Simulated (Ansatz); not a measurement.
# Pt: energy against volume and a worked fit

The structure is cubic, space group Im-3m (No. 229). Conventional cell: a = 3.168 Å, b = 3.168 Å, c = 3.168 Å, α = 90.00°, β = 90.00°, γ = 90.00°. Around Pt (site symmetry m-3m) lie 8 Pt at 2.74 Å.

This isn't the form of Pt at room conditions, which is fcc.

The cell was scaled at fixed shape and fractions and run with Ansatz, Ansatz PAW, cutoff 500 eV; r2SCAN, k mesh 12 × 12 × 12 on the cell of 1 atom, fermi-dirac occupations of 0.05 eV, no spin polarisation, no spin-orbit coupling. The potentials were made for PBE. Energies are those that the program minimises, any entropy of the smearing included. For a metal such a mesh isn't converged to the digits shown.

```csv
V (Å³/atom),energy over the lowest row (meV/atom)
14.9498,13.69
15.2678,1.06
15.5859,0.00
15.9040,9.07
16.2221,26.99
16.5402,?
16.8582,85.08
```

Fit the third-order Birch-Murnaghan form, give V0, B0 and B′, and predict the energy left open.

With y = (V0/V)^(2/3), E = E0 + (9 V0 B0/16) [(y - 1)³ B′ + (y - 1)² (6 - 4y)]. Least squares through the rows shown give V0 = 15.4565 Å³/atom, E0 = -0.87 meV, B0 = 261.3 GPa (1 eV/Å³ = 160.218 GPa) and B′ = 5.48, with a largest miss of 0.02 meV. At V = 16.5402 the form with these constants gives 52.65 meV; the run gave 52.66 meV an atom.
